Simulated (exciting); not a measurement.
# P (P2/m) in exciting: reference runs

How does P come out in PBEsol? The cell is run as given and disturbed.

Program: exciting (release sodium). These are calculated values, not measurements. Logs are shortened: lines on timing, memory, paths and dates and some standing lists are left out, and cuts for length are marked.

**1. Starting point**

The structure is monoclinic, space group P2/m (No. 10). Conventional cell: a = 2.425 Å, b = 2.439 Å, c = 4.852 Å, α = 90.00°, β = 90.24°, γ = 90.00°. P (site symmetry m) has 6 P at 2.42 to 2.44 Å as nearest neighbours.

This isn't the form of P at room conditions, which is orthorhombic.

**2. Single point, PBEsol**

File input.xml:

```xml
<input>
  <title>P</title>
  <structure speciespath="./" tshift="false">
    <crystal scale="1">
      <basevect>4.582007806728 0.000000000000 0.000000000000</basevect>
      <basevect>0.000000000000 4.608163567813 0.000000000000</basevect>
      <basevect>-0.038388771628 0.000000000000 9.169769215722</basevect>
    </crystal>
    <species speciesfile="P.xml" rmt="2">
      <atom coord="0.000000030000 0.000000000000 0.749425360000"/>
      <atom coord="0.999999970000 0.000000000000 0.250574640000"/>
    </species>
  </structure>
  <groundstate do="fromscratch" ngridk="11 11 6" rgkmax="7.5" gmaxvr="14" lmaxapw="10" lmaxmat="10" lmaxvr="8" xctype="GGA_PBE_SOL" stype="Fermi Dirac" swidth="0.00183747" nempty="10" ValenceRelativity="iora*" epsengy="1e-05" epspot="1e-05" maxscl="60" tforce="true" outputlevel="normal"/>
  <properties>
    <chargedensityplot>
      <plot3d>
        <box grid="13 13 25">
          <origin coord="0 0 0"/>
          <point coord="1 0 0"/>
          <point coord="0 1 0"/>
          <point coord="0 0 1"/>
        </box>
      </plot3d>
    </chargedensityplot>
    <elfplot>
      <plot3d>
        <box grid="13 13 25">
          <origin coord="0 0 0"/>
          <point coord="1 0 0"/>
          <point coord="0 1 0"/>
          <point coord="0 0 1"/>
        </box>
      </plot3d>
    </elfplot>
    <exccplot>
      <plot3d>
        <box grid="13 13 25">
          <origin coord="0 0 0"/>
          <point coord="1 0 0"/>
          <point coord="0 1 0"/>
          <point coord="0 0 1"/>
        </box>
      </plot3d>
    </exccplot>
  </properties>
</input>
```

Potentials or basis: all-electron LAPW+lo, shipped species files, valence relativity iora*.

Command:

```console
$ OMP_NUM_THREADS=1 exciting_smp
```

INFO.OUT:

```text
================================================================================
EXCITING SODIUM started
[... 10 lines left out ...]

 Lattice vectors (cartesian) :
      4.5820078067      0.0000000000      0.0000000000
      0.0000000000      4.6081635678      0.0000000000
     -0.0383887716      0.0000000000      9.1697692157

 Reciprocal lattice vectors (cartesian) :
      1.3712733745     -0.0000000000      0.0057407661
      0.0000000000      1.3634900790     -0.0000000000
      0.0000000000      0.0000000000      0.6852064822

 Unit cell volume                           :     193.6163890995
 Brillouin zone volume                      :       1.2811426481

 Species :    1 (P)
     parameters loaded from                 :    P.xml
     name                                   :    phosphorus
     nuclear charge                         :     -15.00000000
     electronic charge                      :      15.00000000
     atomic mass                            :   56461.71408000
     muffin-tin radius                      :       2.00000000
     # of radial points in muffin-tin       :     300

     atomic positions (lattice) :
       1 :   0.00000000  0.00000000  0.74942536
       2 :   0.00000000  0.00000000  0.25057464

 Total number of atoms per unit cell        :       2

 Spin treatment                             :    spin-unpolarised

 Number of Bravais lattice symmetries       :       4
 Number of crystal symmetries               :       4

 k-point grid                               :      11   11    6
 Total number of k-points                   :     204
 k-point set is reduced with crystal symmetries

 R^MT_min * |G+k|_max (rgkmax)              :       7.50000000
 Species with R^MT_min                      :       1 (P)
 Maximum |G+k| for APW functions            :       3.75000000
 Maximum |G| for potential and density      :      14.00000000

 G-vector grid sizes                        :      24    24    45
 Total number of G-vectors                  :    8949

 Maximum angular momentum used for
     APW functions                          :      10
     computing H and O matrix elements      :      10
     potential and density                  :       8
     inner part of muffin-tin               :       2

 Total nuclear charge                       :     -30.00000000
 Total electronic charge                    :      30.00000000
 Total core charge                          :      20.00000000
 Total valence charge                       :      10.00000000

 Number of empty states                     :      10
 Total number of valence states             :      16

 Maximum Hamiltonian size                   :     190
 Maximum number of plane-waves              :     182
 Total number of local-orbitals             :       8

 Exchange-correlation type                  :      22
     PBEsol, Phys. Rev. Lett. 100, 136406 (2008)
     Generalised gradient approximation (GGA)

[... 20 lines left out ...]
+ SCF iteration number :    1                                                  +
++++++++++++++++++++++++++++++++++++++++++++++++++++++++++++++++++++++++++++++++
 Total energy                               :      -682.83237568
 _______________________________________________________________
 Fermi energy                               :         0.35185709
 Kinetic energy                             :       685.43489452
 Coulomb energy                             :     -1322.99084689
 Exchange energy                            :       -43.87771915
 Correlation energy                         :        -1.39870416

 DOS at Fermi energy (states/Ha/cell)       :        20.67836108

 Electron charges :
     core                                   :        20.00000000
     core leakage                           :         0.00203626
     valence                                :        10.00000000
     interstitial                           :         4.53517757
     charge in muffin-tin spheres :
                  atom     1     P          :        12.73241121
                  atom     2     P          :        12.73241121
     total charge in muffin-tins            :        25.46482243
     total charge                           :        30.00000000

++++++++++++++++++++++++++++++++++++++++++++++++++++++++++++++++++++++++++++++++
+ SCF iteration number :    2                                                  +
++++++++++++++++++++++++++++++++++++++++++++++++++++++++++++++++++++++++++++++++
 Total energy                               :      -682.90194765
 _______________________________________________________________
 Fermi energy                               :         0.35224841
 Kinetic energy                             :       685.38626961
 Coulomb energy                             :     -1323.00995257
 Exchange energy                            :       -43.87952771
 Correlation energy                         :        -1.39873698

 DOS at Fermi energy (states/Ha/cell)       :        20.72531662

 Electron charges :
     core                                   :        20.00000000
     core leakage                           :         0.00202846
     valence                                :        10.00000000
     interstitial                           :         4.53486988
     charge in muffin-tin spheres :
                  atom     1     P          :        12.73256506
                  atom     2     P          :        12.73256506
     total charge in muffin-tins            :        25.46513012
     total charge                           :        30.00000000
[... 209 lines left out ...]
++++++++++++++++++++++++++++++++++++++++++++++++++++++++++++++++++++++++++++++++
+ SCF iteration number :   10                                                  +
++++++++++++++++++++++++++++++++++++++++++++++++++++++++++++++++++++++++++++++++
 Total energy                               :      -683.05023441
 _______________________________________________________________
 Fermi energy                               :         0.35353951
 Kinetic energy                             :       685.25450427
 Coulomb energy                             :     -1323.02355758
 Exchange energy                            :       -43.88234265
 Correlation energy                         :        -1.39883845

 DOS at Fermi energy (states/Ha/cell)       :        20.77493826

 Electron charges :
     core                                   :        20.00000000
     core leakage                           :         0.00200865
     valence                                :        10.00000000
     interstitial                           :         4.53508939
     charge in muffin-tin spheres :
                  atom     1     P          :        12.73245531
                  atom     2     P          :        12.73245531
     total charge in muffin-tins            :        25.46491061
     total charge                           :        30.00000000

 RMS change in effective potential (target) :  0.410653E-08  ( 0.100000E-04)
 Absolute change in total energy   (target) :  0.410720E-05  ( 0.100000E-04)
 Charge distance                   (target) :  0.106435E-06  ( 0.100000E-04)
 Abs. change in max-nonIBS-force   (target) :  0.167375E-06  ( 0.500000E-04)

++++++++++++++++++++++++++++++++++++++++++++++++++++++++++++++++++++++++++++++++
| Convergency criteria checked for the last 2 iterations                       +
| Convergence targets achieved. Performing final SCF iteration                 +
++++++++++++++++++++++++++++++++++++++++++++++++++++++++++++++++++++++++++++++++
 Total energy                               :      -683.05023454
 _______________________________________________________________
 Fermi energy                               :         0.35353951
 Kinetic energy                             :       685.25450411
 Coulomb energy                             :     -1323.02355755
 Exchange energy                            :       -43.88234265
 Correlation energy                         :        -1.39883845

 DOS at Fermi energy (states/Ha/cell)       :        20.77493959

 Electron charges :
     core                                   :        20.00000000
     core leakage                           :         0.00200865
     valence                                :        10.00000000
     interstitial                           :         4.53508938
     charge in muffin-tin spheres :
                  atom     1     P          :        12.73245531
                  atom     2     P          :        12.73245531
     total charge in muffin-tins            :        25.46491062
     total charge                           :        30.00000000

++++++++++++++++++++++++++++++++++++++++++++++++++++++++++++++++++++++++++++++++
+ Self-consistent loop stopped                                                 +
++++++++++++++++++++++++++++++++++++++++++++++++++++++++++++++++++++++++++++++++
 STATE.OUT is written

--------------------------------------------------------------------------------
- Writing atomic positions and forces                                          -
--------------------------------------------------------------------------------

 Atomic positions (lattice) :
 atom     1   P  :     0.00000000    0.00000000    0.74942536
 atom     2   P  :     0.00000000    0.00000000    0.25057464

 Total atomic forces including IBS (cartesian) :
 atom     1   P  :     0.00000376    0.00000000    0.00014631
 atom     2   P  :    -0.00000376    0.00000000   -0.00014631

 Atomic force components including IBS (cartesian) :
 atom     1   P  :     0.00000072    0.00000000    0.00398250   HF force
                 :     0.00000286    0.00000000   -0.00372729   core correction
                 :     0.00000018    0.00000000   -0.00010890   IBS correction
 atom     2   P  :    -0.00000072    0.00000000   -0.00398250   HF force
                 :    -0.00000286    0.00000000    0.00372729   core correction
                 :    -0.00000018    0.00000000    0.00010890   IBS correction

********************************************************************************
[... 7 lines left out ...]
| EXCITING SODIUM stopped                                                      =
================================================================================
```

It took 1.9 min on 1 thread of Arm Neoverse V2, shared host; peak memory 0.13 GiB.

What came out:

```
Free energy                                       : -18586.7500 eV
Largest force                                     : 0.008 eV/Å
Band gap on the k mesh                            : none (metal or under the smearing width)
All electrons inside the program's atomic spheres : P 12.73 (radii P 2.0 bohr)
```

Forces on the atoms (eV/Å):
```
P    0.000  0.000  0.008
P    0.000  0.000 -0.008
```

Levels at points of the mesh, in eV from the Fermi level:
```tsv
k point	band 3	band 4	band 5	band 6	band 7	band 8
(0.00, 0.00, 0.00)	-8.78	5.02	5.22	5.26	6.76	6.82
(0.00, 0.00, 0.50)	-3.07	-3.02	6.10	6.13	6.33	6.37
```

Caveat: the log's total energy holds no entropy term; the free energy is that total less TS from the occupations.

**3. Single point, PBEsol (atoms moved at random, drawn with an rms of 0.05 Å)**

File input.xml:

```xml
<input>
  <title>P</title>
  <structure speciespath="./" tshift="false">
    <crystal scale="1">
      <basevect>4.582007806728 0.000000000000 0.000000000000</basevect>
      <basevect>0.000000000000 4.608163567813 0.000000000000</basevect>
      <basevect>-0.038388771628 0.000000000000 9.169769215722</basevect>
    </crystal>
    <species speciesfile="P.xml" rmt="2">
      <atom coord="0.001685000000 -0.007676000000 0.756008000000"/>
      <atom coord="0.994939000000 -0.000051000000 0.243823000000"/>
    </species>
  </structure>
  <groundstate do="fromscratch" ngridk="11 11 6" rgkmax="7.5" gmaxvr="14" lmaxapw="10" lmaxmat="10" lmaxvr="8" xctype="GGA_PBE_SOL" stype="Fermi Dirac" swidth="0.00183747" nempty="10" ValenceRelativity="iora*" epsengy="1e-05" epspot="1e-05" maxscl="60" tforce="true" outputlevel="normal"/>
</input>
```

Potentials or basis: all-electron LAPW+lo, shipped species files, valence relativity iora*.

Command:

```console
$ OMP_NUM_THREADS=1 exciting_smp
```

It took 6.2 min on 1 thread of Arm Neoverse V2, shared host; peak memory 0.13 GiB.

The run converged. Its results:

```yaml
Free_energy: -18586.7460 eV
Largest_force: 0.131 eV/Å
Band_gap_on_the_k_mesh: none (metal or under the smearing width)
All_electrons_inside_the_program's_atomic_spheres: P 12.73 (radii P 2.0 bohr)
```

Forces in eV/Å, atoms in the order of the input:
```
P   -0.031  0.032 -0.123
P    0.031 -0.032  0.123
```

Levels at points of the mesh, in eV from the Fermi level:
| k point | band 1 | band 2 | band 3 | band 4 | band 5 | band 6 | band 7 | band 8 | band 9 | band 10 |
| --- | --- | --- | --- | --- | --- | --- | --- | --- | --- | --- |
| (0.00, 0.00, 0.00) | -16.60 | -12.13 | -8.77 | 5.00 | 5.22 | 5.26 | 6.74 | 6.81 | 7.95 | 8.18 |
| (0.00, 0.00, 0.50) | -15.39 | -14.93 | -3.29 | -2.79 | 5.93 | 6.17 | 6.29 | 6.53 | 7.69 | 8.00 |

Caveat: the log's total energy holds no entropy term; the free energy is that total less TS from the occupations.
